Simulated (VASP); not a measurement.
# A first-principles U for CoSn, part 3 of 4

What U does CoSn call for? The start is a computed cell from the Materials Project.

VASP 6.6.1, plane waves and PAW; the level of theory is named at each step.

Still holding for the runs below: The k-mesh is coarse for a metal.

So far. Step 4 (Shifted potential, relaxed density, alpha -0.2): The run ends at a pressure of 3.54 GPa, with forces up to 0.027 eV/Å. Step 5 (Shifted potential, frozen density, alpha -0.1): Energy at zero smearing: -65.71941 eV.

## 6. Shifted potential, relaxed density, alpha -0.1

Level of this step: PBE, with a shift of one shell's potential, spin-polarised from a ferromagnetic start; plane waves and PAW (Co, Co, Sn) (VASP).

Input file INCAR:

```
SYSTEM = CoSn
PREC = Accurate
ENCUT = 350
EDIFF = 1E-06
NELM = 150
ISMEAR = 0
SIGMA = 0.1
LREAL = .FALSE.
ALGO = Normal
GGA = PE
NBANDS = 60
ISPIN = 2
MAGMOM = 2 2 2 2 2 2 0 0 0 0 0 0
LASPH = .TRUE.
LMAXMIX = 4
LORBIT = 11
LWAVE = .FALSE.
LCHARG = .FALSE.
KPAR = 4
AMIX = 0.2
BMIX = 1E-04
AMIX_MAG = 0.8
BMIX_MAG = 1E-04
LDAU = .TRUE.
LDAUTYPE = 3
LDAUL = 2 -1 -1
LDAUU = -0.1 0 0
LDAUJ = -0.1 0 0
```

Input file POSCAR:

```
CoSn
1.0
    5.2460399276      0.0000000000      0.0000000000
   -2.6230199638      4.5432038466      0.0000000000
    0.0000000000      0.0000000000      8.3751806000
Co Co Sn
1 5 6
Direct
    0.5000000000      0.0000000000      0.0000000000
    0.5000000000      0.0000000000      0.5000000000
    0.5000000000      0.5000000000      0.0000000000
    0.5000000000      0.5000000000      0.5000000000
    0.0000000000      0.5000000000      0.0000000000
    0.0000000000      0.5000000000      0.5000000000
    0.0000000000      0.0000000000      0.0000000000
    0.0000000000      0.0000000000      0.5000000000
    0.3333333333      0.6666666667      0.2500000000
    0.3333333333      0.6666666667      0.7500000000
    0.6666666667      0.3333333333      0.2500000000
    0.6666666667      0.3333333333      0.7500000000
```

Input file KPOINTS:

```
Automatic mesh
0
Gamma
4 4 2
0 0 0
```

The projector-augmented-wave data sets are Co, Co and Sn (PBE family, release 64).

Run with:

```sh
mpirun -np 4 vasp_std
```

What it wrote:

```text
[... set-up lines as in an earlier step ...]
 entering main loop
       N       E                     dE             d eps       ncg     rms          rms(c)
DAV:   1    -0.657319035306E+02   -0.65732E+02   -0.56216E-03  5772   0.100E+00    0.834E-01
DAV:   2    -0.657930596924E+02   -0.61156E-01   -0.14837E-01  4356   0.611E+00    0.297E+00
DAV:   3    -0.657270783555E+02    0.65981E-01   -0.55419E-02  4032   0.495E+00    0.178E-01
DAV:   4    -0.657273532974E+02   -0.27494E-03   -0.48429E-03  4448   0.562E-01    0.133E-01
DAV:   5    -0.657272569424E+02    0.96355E-04   -0.40908E-04  4192   0.275E-01    0.370E-02
DAV:   6    -0.657272613740E+02   -0.44316E-05   -0.47450E-05  4216   0.742E-02    0.395E-02
DAV:   7    -0.657272579050E+02    0.34690E-05   -0.13342E-05  4076   0.864E-02    0.305E-02
DAV:   8    -0.657272534883E+02    0.44167E-05   -0.66605E-06  4424   0.461E-02    0.964E-03
DAV:   9    -0.657272539732E+02   -0.48489E-06   -0.27680E-06  2716   0.134E-02
   1 F= -.65727254E+02 E0= -.65715041E+02  d E =-.244262E-01  mag=    -0.0000
```

The job ended after 23 s (4 MPI ranks of Intel Xeon 6975P-C (Granite Rapids), shared host; peak memory 1.4 GiB; 89 s of CPU time).

OUTCAR, selected parts (step 6):

```text
   NELECT =      78.0000    total number of electrons

 E-fermi :   8.1264

 spin component 1
 k-point     1 :       0.0000    0.0000    0.0000
  band No.  band energies     occupation
    ...
     37       7.5815      1.00000
     38       7.5842      1.00000
     39       7.5990      1.00000
     40       7.6024      1.00000
     41       7.8573      0.99993
     42       8.5336      0.00000
     43       8.5362      0.00000
     44       8.6509      0.00000
     45       9.3562      0.00000
     46       9.3972      0.00000
    ...

 k-point     2 :       0.2500    0.0000    0.0000
  band No.  band energies     occupation
    ...
     36       7.5705      1.00000
     37       7.6819      1.00000
     38       7.7806      1.00000
     39       7.8192      0.99999
     40       8.0088      0.95185
     41       8.2307      0.07004
     42       8.6047      0.00000
     43       8.9153      0.00000
     44       9.1898      0.00000
     45       9.7849      0.00000
    ...

  Total        4.6477513      4.6526813      3.7282268      0.0000000      0.0000000      0.0000000
  in kB       37.3048647     37.3444349     29.9243628      0.0000000      0.0000000      0.0000000
  external PRESSURE =      34.8578875 kB  Pullay stress =       0.0000000 kB

 POSITION                                       TOTAL-FORCE (eV/Angst)
 -----------------------------------------------------------------------------------
      2.62302      0.00000      0.00000         0.000000      0.000000      0.000000
      2.62302      0.00000      4.18759         0.000000      0.000000      0.000000
      1.31151      2.27160      0.00000        -0.000000      0.000000      0.000000
      1.31151      2.27160      4.18759        -0.000000      0.000000      0.000000
     -1.31151      2.27160      0.00000         0.000000      0.000000      0.000000
     -1.31151      2.27160      4.18759        -0.000000      0.000000      0.000000
      0.00000      0.00000      0.00000        -0.000000      0.000000      0.000000
      0.00000      0.00000      4.18759        -0.000000      0.000000      0.000000
     -0.00000      3.02880      2.09380         0.000000     -0.006521      0.011396
     -0.00000      3.02880      6.28139         0.000000     -0.006521     -0.011396
      2.62302      1.51440      2.09380        -0.000000      0.006521      0.011396
      2.62302      1.51440      6.28139        -0.000000      0.006521     -0.011396
 -----------------------------------------------------------------------------------
    total drift:                               -0.000000      0.000000     -0.000000

  FREE ENERGIE OF THE ION-ELECTRON SYSTEM (eV)
  ---------------------------------------------------
  free  energy   TOTEN  =       -65.7272539732 eV

  energy  without entropy=      -65.7028277694  energy(sigma->0) =      -65.71504087

 magnetization (x)
# of ion       s       p       d       tot
------------------------------------------
    1        0.000   0.000  -0.000  -0.000
    2        0.000   0.000   0.000   0.000
    3       -0.000  -0.000   0.000  -0.000
    4       -0.000   0.000  -0.000  -0.000
    5       -0.000  -0.000   0.000  -0.000
    6       -0.000   0.000  -0.000  -0.000
    7        0.000   0.000   0.000   0.000
    8        0.000   0.000   0.000   0.000
    9        0.000   0.000   0.000   0.000
   10        0.000   0.000   0.000   0.000
   11        0.000   0.000   0.000   0.000
   12        0.000   0.000   0.000   0.000
--------------------------------------------------
tot          0.000   0.000  -0.000  -0.000

[... 8 parts as in an earlier step ...]

[... 13 further parts left out ...]
```

This step gave:

| Property | Result |
| --- | --- |
| electronic cycles | 9 |
| free energy (TOTEN) | -65.7273 eV |
| energy at zero smearing | -65.7150 eV |
| Fermi energy | 8.126 eV |

Energy at zero smearing: -65.71504 eV.

The run ends at a pressure of 3.49 GPa, with forces up to 0.013 eV/Å.

## 7. Shifted potential, frozen density, alpha 0.1

INCAR: that of step 6 with these lines changed.

```diff
@@ -26,3 +26,4 @@
 LDAUL = 2 -1 -1
-LDAUU = -0.1 0 0
-LDAUJ = -0.1 0 0
+LDAUU = 0.1 0 0
+LDAUJ = 0.1 0 0
+ICHARG = 11
```

POSCAR is that of step 6.

KPOINTS is that of step 6.

The run starts from files that an earlier step left in the folder.

Run with:

```sh
mpirun -np 4 vasp_std
```

What it wrote:

```text
[... set-up lines as in an earlier step ...]
 entering main loop
       N       E                     dE             d eps       ncg     rms          rms(c)
DAV:   1    -0.672322923151E+02   -0.67232E+02   -0.53596E-03  5792   0.981E-01
DAV:   2    -0.672324368172E+02   -0.14450E-03   -0.14450E-03  3536   0.159E-01
DAV:   3    -0.672324372179E+02   -0.40065E-06   -0.40120E-06  3800   0.811E-03
   1 F= -.67232437E+02 E0= -.67220457E+02  d E =-.239610E-01  mag=    -0.0002
```

Elapsed: 9.8 s, on 4 MPI ranks; peak memory 1.3 GiB; 37 s of CPU time.

OUTCAR, selected parts (step 7):

```text
  Total        7.4883403      6.6538963      6.2349582     -0.0000000      0.0000000      0.0000000
  in kB       60.1046618     53.4070534     50.0444744     -0.0000000      0.0000000      0.0000000
  external PRESSURE =      54.5187299 kB  Pullay stress =       0.0000000 kB

 POSITION                                       TOTAL-FORCE (eV/Angst)
 -----------------------------------------------------------------------------------
      2.62302      0.00000      0.00000        -0.000000      0.000000     -0.000000
      2.62302      0.00000      4.18759        -0.000000      0.000000     -0.000000
      1.31151      2.27160      0.00000        -0.000000      0.000000     -0.000000
      1.31151      2.27160      4.18759        -0.000000      0.000000     -0.000000
     -1.31151      2.27160      0.00000         0.000000      0.000000     -0.000000
     -1.31151      2.27160      4.18759        -0.000000      0.000000     -0.000000
      0.00000      0.00000      0.00000        -0.000000      0.000000     -0.000000
      0.00000      0.00000      4.18759        -0.000000      0.000000     -0.000000
     -0.00000      3.02880      2.09380        -0.000000      0.034535     -0.029739
     -0.00000      3.02880      6.28139        -0.000000      0.034535      0.029739
      2.62302      1.51440      2.09380         0.000000     -0.034535     -0.029739
      2.62302      1.51440      6.28139         0.000000     -0.034535      0.029739
 -----------------------------------------------------------------------------------
    total drift:                                0.000000      0.000000     -0.000000

  FREE ENERGIE OF THE ION-ELECTRON SYSTEM (eV)
  ---------------------------------------------------
  free  energy   TOTEN  =       -67.2324372179 eV

  energy  without entropy=      -67.2084762154  energy(sigma->0) =      -67.22045672

 magnetization (x)
# of ion       s       p       d       tot
------------------------------------------
    1       -0.000  -0.000  -0.000  -0.000
    2       -0.000  -0.000   0.000   0.000
    3       -0.000  -0.000   0.000   0.000
    4       -0.000  -0.000  -0.000  -0.000
    5       -0.000  -0.000   0.000   0.000
    6       -0.000  -0.000  -0.000  -0.000
    7        0.000   0.000  -0.000   0.000
    8        0.000   0.000  -0.000   0.000
    9        0.000  -0.000  -0.000  -0.000
   10        0.000  -0.000  -0.000  -0.000
   11        0.000  -0.000  -0.000  -0.000
   12        0.000  -0.000  -0.000  -0.000
--------------------------------------------------
tot         -0.000  -0.000  -0.000  -0.000

[... 2 parts as in an earlier step ...]

[... 1 further part left out ...]
[key lines of the parts left out:]
E-fermi :   8.1125
```

Energy at zero smearing: -67.22046 eV.

## 8. Shifted potential, relaxed density, alpha 0.1

INCAR: that of step 7 with these lines changed.

```diff
@@ -28,2 +28 @@
 LDAUJ = 0.1 0 0
-ICHARG = 11
```

POSCAR is that of step 7.

KPOINTS is that of step 7.

Run with:

```sh
mpirun -np 4 vasp_std
```

What it wrote:

```text
[... set-up lines as in an earlier step ...]
 entering main loop
       N       E                     dE             d eps       ncg     rms          rms(c)
DAV:   1    -0.672321589700E+02   -0.67232E+02   -0.52701E-03  5808   0.967E-01    0.759E-01
DAV:   2    -0.672856496450E+02   -0.53491E-01   -0.94452E-02  4308   0.563E+00    0.305E+00
DAV:   3    -0.672277642535E+02    0.57885E-01   -0.92998E-02  4160   0.440E+00    0.117E-01
DAV:   4    -0.672281031508E+02   -0.33890E-03   -0.32997E-03  3792   0.376E-01    0.132E-01
DAV:   5    -0.672280184444E+02    0.84706E-04   -0.20886E-04  4140   0.213E-01    0.576E-02
DAV:   6    -0.672279967678E+02    0.21677E-04   -0.27472E-05  4952   0.586E-02    0.264E-02
DAV:   7    -0.672279915716E+02    0.51962E-05   -0.18182E-05  4044   0.482E-02    0.171E-02
DAV:   8    -0.672279894897E+02    0.20819E-05   -0.75309E-06  3984   0.481E-02    0.433E-03
DAV:   9    -0.672279891860E+02    0.30366E-06   -0.78952E-07  1824   0.942E-03
   1 F= -.67227989E+02 E0= -.67215880E+02  d E =-.242183E-01  mag=     0.0000
```

Run time: 22 s. Hardware: 4 MPI ranks; peak memory 1.4 GiB.

Parts of OUTCAR (step 8):

```text
  Total        4.5490961      4.5416225      3.5713473      0.0000000      0.0000000      0.0000000
  in kB       36.5130153     36.4530287     28.6651800      0.0000000      0.0000000      0.0000000
  external PRESSURE =      33.8770747 kB  Pullay stress =       0.0000000 kB

 POSITION                                       TOTAL-FORCE (eV/Angst)
 -----------------------------------------------------------------------------------
      2.62302      0.00000      0.00000        -0.000000      0.000000      0.000000
      2.62302      0.00000      4.18759        -0.000000      0.000000      0.000000
      1.31151      2.27160      0.00000         0.000000      0.000000      0.000000
      1.31151      2.27160      4.18759         0.000000      0.000000      0.000000
     -1.31151      2.27160      0.00000        -0.000000      0.000000      0.000000
     -1.31151      2.27160      4.18759        -0.000000      0.000000      0.000000
      0.00000      0.00000      0.00000         0.000000      0.000000      0.000000
      0.00000      0.00000      4.18759         0.000000      0.000000      0.000000
     -0.00000      3.02880      2.09380         0.000000      0.006694     -0.011686
     -0.00000      3.02880      6.28139         0.000000      0.006694      0.011686
      2.62302      1.51440      2.09380         0.000000     -0.006694     -0.011686
      2.62302      1.51440      6.28139         0.000000     -0.006694      0.011686
 -----------------------------------------------------------------------------------
    total drift:                               -0.000000      0.000000     -0.000000

  FREE ENERGIE OF THE ION-ELECTRON SYSTEM (eV)
  ---------------------------------------------------
  free  energy   TOTEN  =       -67.2279891860 eV

  energy  without entropy=      -67.2037708648  energy(sigma->0) =      -67.21588003

 magnetization (x)
# of ion       s       p       d       tot
------------------------------------------
    1       -0.000   0.000  -0.000  -0.000
    2       -0.000   0.000   0.000   0.000
    3       -0.000   0.000   0.000  -0.000
    4       -0.000   0.000  -0.000  -0.000
    5       -0.000   0.000   0.000  -0.000
    6       -0.000   0.000  -0.000  -0.000
    7        0.000   0.000   0.000   0.000
    8        0.000   0.000   0.000   0.000
    9        0.000   0.000   0.000   0.000
   10        0.000   0.000   0.000   0.000
   11        0.000   0.000   0.000   0.000
   12        0.000   0.000   0.000   0.000
--------------------------------------------------
tot         -0.000   0.000  -0.000  -0.000

[... 2 parts as in an earlier step ...]

[... 1 further part left out ...]
[key lines of the parts left out:]
E-fermi :   8.1188
```

Energy at zero smearing: -67.21588 eV.

The run ends at a pressure of 3.39 GPa, with forces up to 0.013 eV/Å.

## 9. Shifted potential, frozen density, alpha 0.2

INCAR: that of step 8 with these lines changed.

```diff
@@ -26,3 +26,4 @@
 LDAUL = 2 -1 -1
-LDAUU = 0.1 0 0
-LDAUJ = 0.1 0 0
+LDAUU = 0.2 0 0
+LDAUJ = 0.2 0 0
+ICHARG = 11
```

POSCAR is that of step 8.

KPOINTS is that of step 8.

The run starts from files that an earlier step left in the folder.

Run with:

```sh
mpirun -np 4 vasp_std
```

What it wrote:

```text
[... set-up lines as in an earlier step ...]
 entering main loop
       N       E                     dE             d eps       ncg     rms          rms(c)
DAV:   1    -0.679975296580E+02   -0.67998E+02   -0.21151E-02  5812   0.196E+00
DAV:   2    -0.679981100525E+02   -0.58039E-03   -0.58039E-03  3528   0.316E-01
DAV:   3    -0.679981116392E+02   -0.15866E-05   -0.15853E-05  4184   0.162E-02
DAV:   4    -0.679981116754E+02   -0.36204E-07   -0.36764E-07  1932   0.222E-03
   1 F= -.67998112E+02 E0= -.67986169E+02  d E =-.238857E-01  mag=    -0.0002
```

The job ended after 11 s (4 MPI ranks; peak memory 1.3 GiB).

OUTCAR, selected parts (step 9):

```text
  Total       10.3888605      8.7554557      8.8516097     -0.0000000      0.0000000      0.0000000
  in kB       83.3854927     70.2750789     71.0468528     -0.0000000      0.0000000      0.0000000
  external PRESSURE =      74.9024748 kB  Pullay stress =       0.0000000 kB

 POSITION                                       TOTAL-FORCE (eV/Angst)
 -----------------------------------------------------------------------------------
      2.62302      0.00000      0.00000         0.000000      0.000000      0.000000
      2.62302      0.00000      4.18759        -0.000000      0.000000      0.000000
      1.31151      2.27160      0.00000         0.000000      0.000000      0.000000
      1.31151      2.27160      4.18759         0.000000      0.000000      0.000000
     -1.31151      2.27160      0.00000         0.000000      0.000000      0.000000
     -1.31151      2.27160      4.18759        -0.000000      0.000000      0.000000
      0.00000      0.00000      0.00000         0.000000      0.000000      0.000000
      0.00000      0.00000      4.18759         0.000000      0.000000      0.000000
     -0.00000      3.02880      2.09380         0.000000      0.066230     -0.055429
     -0.00000      3.02880      6.28139         0.000000      0.066230      0.055429
      2.62302      1.51440      2.09380        -0.000000     -0.066230     -0.055429
      2.62302      1.51440      6.28139        -0.000000     -0.066230      0.055429
 -----------------------------------------------------------------------------------
    total drift:                                0.000000      0.000000     -0.000000

  FREE ENERGIE OF THE ION-ELECTRON SYSTEM (eV)
  ---------------------------------------------------
  free  energy   TOTEN  =       -67.9981116754 eV

  energy  without entropy=      -67.9742260192  energy(sigma->0) =      -67.98616885

[... 3 parts as in an earlier step ...]

[... 1 further part left out ...]
[key lines of the parts left out:]
E-fermi :   8.1032
```

Energy at zero smearing: -67.98617 eV.

(Part 3 of 4 ends here.)

[Lines on the potential files, build, host, timing and source positions are cut from VASP's logs without a mark.]

[Logs are printed without paths, hosts, clocks, repeated set-up lines and the standing remarks that a program may print on its own settings, such as how far it seeks lower states.]

[Hosts, paths, dates, database ids (printed as entryN), source tags and the programs' standing remarks are cut or masked in the printed files.]

[In band tables of VASP the shares of atoms and orbitals are scaled to a sum of 1 inside the atoms' spheres.]

[Runs that stopped without an error message from VASP are left out.]
